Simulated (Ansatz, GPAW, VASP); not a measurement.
**One calculation of Pb, 4 ways**

```xyz
1
Lattice="0.0000 2.4750 2.4750 2.4750 0.0000 2.4750 2.4750 2.4750 0.0000" Properties=species:S:1:pos:R:3 pbc="T T T"
Pb    0.0000    0.0000    0.0000
```

Alike in all runs: task band structure; functional RPBE; k mesh 9 × 9 × 9; occupations fermi-dirac, width 0.05 eV; no spin polarisation; no spin-orbit coupling. Pressure is positive in compression and, in plane waves, holds the error of the finite cutoff, which Ansatz's Pulay term estimates and takes out.

| program and potentials | plane-wave cutoff (eV) | notes | pressure (GPa) |
| --- | --- | --- | --- |
| Ansatz, Ansatz PAW | 420 | potentials made for PBE, which Ansatz adapts in part; Pulay term of +0.02 GPa included | 3.87 |
| VASP, PBE PAW files Pb_d, 520 eV | 520 | potentials made for PBE | 3.81 |
| GPAW, the program's PAW data sets (release 1.2.1) made for this functional | 600 | - | 3.61 |
| Ansatz, all-electron LAPW, scalar-relativistic | - | - | 3.88 |

The pressure spans 3.61 (GPAW, the program's PAW data sets (release 1.2.1) made for this functional) to 3.88 GPa (Ansatz, all-electron LAPW, scalar-relativistic), with all-electron results at 3.88. Some sets were made for another functional than the one run, which can shift their rows.

Differences between rows come from potentials, basis sets and numerical settings, since the functional is the same but for its coding. Runs on potential files found faulty are left out.
